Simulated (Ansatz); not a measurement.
Yb:

```xyz
1
Lattice="0.0000 2.7431 2.7431 2.7431 0.0000 2.7431 2.7431 2.7431 0.0000" Properties=species:S:1:pos:R:3 pbc="T T T"
Yb    0.0000    0.0000    0.0000
```

Base run:

| Quantity | Value |
| --- | --- |
| Program | Ansatz 0.2.0 |
| Functional | PBEsol |
| Potentials or basis | all-electron LAPW, scalar-relativistic |
| Cutoff | 171 eV (chosen from the basis error) |
| Basis error allowed | 0.001 eV/atom |
| k mesh | 8 × 8 × 8 |
| Occupations | fermi-dirac, width 0.05 eV |
| Spin | collinear spin, ferromagnetic start |
| Starting moments | [1.0] μB |

Its results: band gap on the k mesh none (metal or under the smearing width); pressure -3.3 GPa; net moment 0.00 μB per cell.

The run is repeated on the same cell with these changes: hubbard terms from none to Yb f U = 8 eV. What comes out?

Band gap on the k mesh none (metal or under the smearing width); pressure -1.2 GPa; net moment 0.00 μB per cell.

Caveats: an open f shell can end in a state above the lowest; spin-orbit coupling is left out, which moves the levels of the heavy elements; the starting moments weren't kept (some runs); the magnetic state may not be the lowest (some runs); U is the effective U less J, on atomic orbitals that reach past the spheres (some runs).
